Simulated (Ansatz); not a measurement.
AlCu3: what symmetry allows forces and stress to be

```xyz
4
Lattice="3.6374 0.0000 0.0000 0.0000 3.6374 0.0000 0.0000 0.0000 3.6374" Properties=species:S:1:pos:R:3 pbc="T T T"
Al    0.0000    0.2250    0.0000
Cu    1.8187    1.8187    0.0000
Cu    1.8187    0.0000    1.8187
Cu    0.0000    1.8187    1.8187
```

Computed with Ansatz 0.2.0, DFT PBEsol, scalar-relativistic, plane waves, PAW.

Settings: cutoff 420 eV, Γ-centred mesh 10×10×10 on the computed 4-atom cell, Gaussian smearing of 0.10 eV; no spin polarisation.

This distorted cell has space group P4mm, with 8 operations.

Q: Without a calculation: in which directions can each atom feel a force?

A: A force must be left unchanged by every operation that keeps its atom in place, so it lies in the space that those operations leave fixed. Atoms that the group maps onto each other feel forces of one size.
```
atom site symmetry operations at the site equivalent to atom allowed force (Cartesian)
 Al1            4mm                       8                   1   along (0.00, 1.00, 0.00)
 Cu2           2mm.                       4                   2   along (0.00, 1.00, 0.00)
 Cu3            4mm                       8                   3   along (0.00, 1.00, 0.00)
 Cu4           2mm.                       4                   2   along (0.00, 1.00, 0.00)
```

That leaves 3 independent force components of 12, tied by 1 condition that the forces sum to zero, so 2 remain. A relaxation in this cell that keeps the symmetry moves the atoms in these directions alone.

Q: And the stress tensor?

A: It must be invariant under the point group, which leaves 2 independent components: yz, xz, xy vanish; xx = zz.

Q: Do the computed values obey this?

A: Yes. Forces (eV/Å):
```
Al1  0.000 -1.652  0.000
Cu2  0.000  0.790  0.000
Cu3  0.000  0.072  0.000
Cu4  0.000  0.790  0.000
```

Stress (GPa, compression positive, xx yy zz yz xz xy): 1.47 0.97 1.47 0.00 0.00 0.00. The program imposes the same operations on density, forces and stress, so this confirms the analysis and is no independent test of the calculation.